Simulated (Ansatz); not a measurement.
# Rb3Al: the cost of one run

Method: DFT PBE, scalar-relativistic, plane waves, PAW, in Ansatz 0.2.0.

### Step 1. The system as given

It takes space group Pm-3n (No. 223, cubic). Conventional cell: a = 6.591 Å, b = 6.591 Å, c = 6.591 Å, α = 90.00°, β = 90.00°, γ = 90.00°. Rb (site symmetry -4m2) is surrounded by 2 Rb at 3.30 Å and 4 Al at 3.68 Å. Al (site symmetry m-3) has 12 Rb at 3.68 Å as nearest neighbours.

As a file:

```cif
data_structure
_symmetry_space_group_name_H-M 'P 1'
_symmetry_Int_Tables_number 1
_cell_length_a 6.5914
_cell_length_b 6.5914
_cell_length_c 6.5914
_cell_angle_alpha 90.000
_cell_angle_beta 90.000
_cell_angle_gamma 90.000
_cell_volume 286.37
loop_
_atom_site_label
_atom_site_type_symbol
_atom_site_fract_x
_atom_site_fract_y
_atom_site_fract_z
_atom_site_occupancy
Rb1 Rb 0.00000 0.50000 0.25000 1
Rb2 Rb 0.00000 0.50000 0.75000 1
Rb3 Rb 0.25000 0.00000 0.50000 1
Rb4 Rb 0.75000 0.00000 0.50000 1
Rb5 Rb 0.50000 0.75000 0.00000 1
Rb6 Rb 0.50000 0.25000 0.00000 1
Al1 Al 0.00000 0.00000 0.00000 1
Al2 Al 0.50000 0.50000 0.50000 1
```

This is candidate A: A15 type (Pm-3n, No. 223).

(A quick probe on a coarse mesh, which set the mesh and smearing, is not shown.)

### Step 3. Coarse relaxation (candidate A)

input.yaml reads:

```yaml
crystal:
  lattice:
    - [6.5913537095, 0.0, 0.0]
    - [0.0, 6.5913537095, 0.0]
    - [0.0, 0.0, 6.5913537095]
  atoms:
    - { symbol: Rb, position: [0.0, 0.5, 0.25] }
    - { symbol: Rb, position: [0.0, 0.5, 0.75] }
    - { symbol: Rb, position: [0.25, 0.0, 0.5] }
    - { symbol: Rb, position: [0.75, 0.0, 0.5] }
    - { symbol: Rb, position: [0.5, 0.75, 0.0] }
    - { symbol: Rb, position: [0.5, 0.25, 0.0] }
    - { symbol: Al, position: [0.0, 0.0, 0.0] }
    - { symbol: Al, position: [0.5, 0.5, 0.5] }
basis:
  ecutwfc: 420
kpoints:
  mp_grid: { grid: [4, 4, 4] }
hamiltonian:
  xc: pbe
scf:
  occupations: { method: gaussian, width: 0.1 }
  lower_state_search: "off"
output:
  forces: true
  stress: true
  eigenvalues: true
relax:
  adjacent_minimum: "off"
  f_tol: 0.04
  max_steps: 70
  cell: { stress_tol: 0.4 }
```

Started as:

```console
ansatz run input.yaml --threads 1 --pin off --max-ram 2560MiB --backend cpu --events-out ev --progress --plain --runs-dir out
```

**Question.** How long does this run take on 1 thread of Intel Xeon 6975P-C (Granite Rapids), shared host, and how much memory does it need?

About 23 s, with a peak of 0.6 GiB.
